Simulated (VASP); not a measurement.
# ScAl3 (Pm-3m) in VASP: notebook, part 2 of 2

VASP 6.6.1.

## 3. Relaxation of cell and atoms, PBEsol

This run uses another cell than the first one, of 16.89 Å³/atom, 0.989 times its volume.

INCAR

```
SYSTEM = ScAl3
ALGO = Normal
EDIFF = 1E-7
EDIFFG = -0.005
ENCUT = 600
GGA = PS
IBRION = 2
ISIF = 3
ISMEAR = 1
LASPH = .TRUE.
LCHARG = .FALSE.
LREAL = .FALSE.
LWAVE = .FALSE.
NELM = 80
NSW = 90
PREC = Accurate
SIGMA = 0.1
```

KPOINTS

```
k-points
0
G
  10 10 10
  0 0 0
```

POSCAR

```
ScAl3                                   
1.0
    4.0726613649      0.0000000000      0.0000000000
    0.0000000000      4.0726613649      0.0000000000
    0.0000000000      0.0000000000      4.0726613649
  Sc              Al            
     1     3
Direct
     0.0000000000000000    0.0000000000000000    0.0000000000000000
     0.5000000000000000    0.0000000000000000    0.5000000000000000
     0.0000000000000000    0.5000000000000000    0.5000000000000000
     0.5000000000000000    0.5000000000000000    0.0000000000000000
```

Potentials or basis: VASP PAW PBE potentials, release 64 (Sc_sv, Al).

Run with:

```console
$ cat potpaw_PBE.64/Sc_sv/POTCAR potpaw_PBE.64/Al/POTCAR > POTCAR
$ mpirun -np 1 vasp_std > vasp.out
```

OUTCAR:

```text
SYSTEM = ScAl3
   EDIFF = 1E-7
   EDIFFG = -0.005
   ENCUT = 600
   GGA = PS
   IBRION = 2
   ISIF = 3
   ISMEAR = 1
   LASPH = .TRUE.
   LREAL = .FALSE.
   NELM = 80
   NSW = 90
   PREC = Accurate

 ion  position               nearest neighbor table
   1  0.000  0.000  0.000-   2 2.88   3 2.88   4 2.88   2 2.88   3 2.88   3 2.88   4 2.88   3 2.88
                             2 2.88   4 2.88   2 2.88   4 2.88
   2  0.500  0.000  0.500-   1 2.88   3 2.88   4 2.88   1 2.88   4 2.88   3 2.88   4 2.88   4 2.88
                             1 2.88   3 2.88   1 2.88   3 2.88
   3  0.000  0.500  0.500-   1 2.88   2 2.88   4 2.88   1 2.88   4 2.88   1 2.88   2 2.88   1 2.88
                             2 2.88   4 2.88   4 2.88   2 2.88
   4  0.500  0.500  0.000-   1 2.88   2 2.88   3 2.88   2 2.88   3 2.88   1 2.88   2 2.88   2 2.88
                             1 2.88   3 2.88   3 2.88   1 2.88

  LATTYP: Found a simple cubic cell.
 ALAT       =     4.0726613649

  Lattice vectors:

 A1 = (   4.0726613649,   0.0000000000,   0.0000000000)
 A2 = (   0.0000000000,   4.0726613649,   0.0000000000)
 A3 = (   0.0000000000,   0.0000000000,   4.0726613649)

Analysis of symmetry for initial positions (statically):
=====================================================================
 Subroutine PRICEL returns:
[... 582 lines left out ...]
      5      -1.7836      2.00000
      6       1.7467      2.00000
      7       4.3487      2.00000
      8       4.9425      2.00000
      9       6.1048      2.00000
     10       7.5307     -0.00962
     11       7.9364     -0.00000
     12       8.3355     -0.00000
     13       9.2711     -0.00000
     14       9.9976      0.00000

 [... further k-points ...]

------------------------ aborting loop because EDIFF is reached ----------------------------------------

  FORCE on cell =-STRESS in cart. coord.  units (eV):
  Direction    XX          YY          ZZ          XY          YZ          ZX
  --------------------------------------------------------------------------------------
  -------------------------------------------------------------------------------------
  Total       -0.0009074     -0.0009074     -0.0009074     -0.0000000     -0.0000000     -0.0000000
  in kB       -0.0215218     -0.0215218     -0.0215218     -0.0000000     -0.0000000     -0.0000000
  external PRESSURE =      -0.0215218 kB  Pullay stress =       0.0000000 kB

 VOLUME and BASIS-vectors are now :
 -----------------------------------------------------------------------------
  energy-cutoff  :      600.00
  volume of cell :       67.55
      direct lattice vectors                 reciprocal lattice vectors
     4.072661365  0.000000000  0.000000000     0.245539688  0.000000000  0.000000000
     0.000000000  4.072661365  0.000000000     0.000000000  0.245539688  0.000000000
     0.000000000  0.000000000  4.072661365     0.000000000  0.000000000  0.245539688

 POSITION                                       TOTAL-FORCE (eV/Angst)
 -----------------------------------------------------------------------------------
      0.00000      0.00000      0.00000         0.000000      0.000000      0.000000
      2.03633      0.00000      2.03633         0.000000      0.000000      0.000000
      0.00000      2.03633      2.03633         0.000000      0.000000      0.000000
      2.03633      2.03633      0.00000         0.000000      0.000000      0.000000
 -----------------------------------------------------------------------------------
    total drift:                                0.000000     -0.000000     -0.000000

  FREE ENERGIE OF THE ION-ELECTRON SYSTEM (eV)
  ---------------------------------------------------
  free  energy   TOTEN  =       -20.7645789123 eV

  energy  without entropy=      -20.7652983569  energy(sigma->0) =      -20.76481873

 reached required accuracy - stopping structural energy minimisation
```

OSZICAR:

```text
N       E                     dE             d eps       ncg     rms          rms(c)
DAV:   1     0.123971574276E+03    0.12397E+03   -0.89838E+03  1576   0.144E+03
DAV:   2    -0.130556425952E+02   -0.13703E+03   -0.13529E+03  1574   0.381E+02
DAV:   3    -0.216524402263E+02   -0.85968E+01   -0.82539E+01  2500   0.784E+01
DAV:   4    -0.218092651158E+02   -0.15682E+00   -0.15628E+00  2302   0.107E+01
DAV:   5    -0.218116228186E+02   -0.23577E-02   -0.23554E-02  2212   0.130E+00    0.943E+00
DAV:   6    -0.208502646986E+02    0.96136E+00   -0.47483E+00  2570   0.261E+01    0.338E+00
DAV:   7    -0.207916172523E+02    0.58647E-01   -0.94755E-02  1856   0.257E+00    0.187E+00
DAV:   8    -0.207650268389E+02    0.26590E-01   -0.39438E-02  2308   0.158E+00    0.217E-01
DAV:   9    -0.207646307834E+02    0.39606E-03   -0.31630E-03  1994   0.429E-01    0.861E-02
DAV:  10    -0.207645909499E+02    0.39833E-04   -0.21313E-04  2508   0.150E-01    0.881E-02
DAV:  11    -0.207646010789E+02   -0.10129E-04   -0.20143E-05  1886   0.294E-02    0.535E-02
DAV:  12    -0.207645784322E+02    0.22647E-04   -0.75139E-05  1916   0.393E-02    0.103E-02
DAV:  13    -0.207645788268E+02   -0.39457E-06   -0.36580E-06  2344   0.166E-02    0.406E-03
DAV:  14    -0.207645789760E+02   -0.14919E-06   -0.99549E-07  2464   0.929E-03    0.125E-03
DAV:  15    -0.207645789123E+02    0.63646E-07   -0.31128E-07  1582   0.713E-03
   1 F= -.20764579E+02 E0= -.20764819E+02  d E =-.207646E+02
```

CONTCAR:

```text
ScAl3
   1.00000000000000
     4.0726613649000001    0.0000000000000000    0.0000000000000000
     0.0000000000000000    4.0726613649000001    0.0000000000000000
     0.0000000000000000    0.0000000000000000    4.0726613649000001
  Sc              Al
     1     3
Direct
     0.0000000000000000    0.0000000000000000    0.0000000000000000
     0.5000000000000000    0.0000000000000000    0.5000000000000000
     0.0000000000000000    0.5000000000000000    0.5000000000000000
     0.5000000000000000    0.5000000000000000    0.0000000000000000

  0.00000000E+00  0.00000000E+00  0.00000000E+00
  0.00000000E+00  0.00000000E+00  0.00000000E+00
  0.00000000E+00  0.00000000E+00  0.00000000E+00
  0.00000000E+00  0.00000000E+00  0.00000000E+00
```

Run time: 51 s. Hardware: 1 thread of Intel Xeon Platinum 8488C (Sapphire Rapids), shared host; peak memory 0.24 GiB.

What came out:

```
Free energy             : -20.7646 eV
Pressure after relaxing : 0.0 GPa
Band gap on the k mesh  : none (metal or under the smearing width)
```

Final structure:
```
Sc Al
1.0
     4.07266    0.00000    0.00000
     0.00000    4.07266    0.00000
     0.00000    0.00000    4.07266
Sc Al
1 3
Direct
  0.00000 0.00000 0.00000
  0.50000 0.00000 0.50000
  0.00000 0.50000 0.50000
  0.50000 0.50000 0.00000
```

Caveat: the relaxation stopped at its first step, so nothing moved; the PAW data sets were made with another functional, which shifts forces and pressure a little.
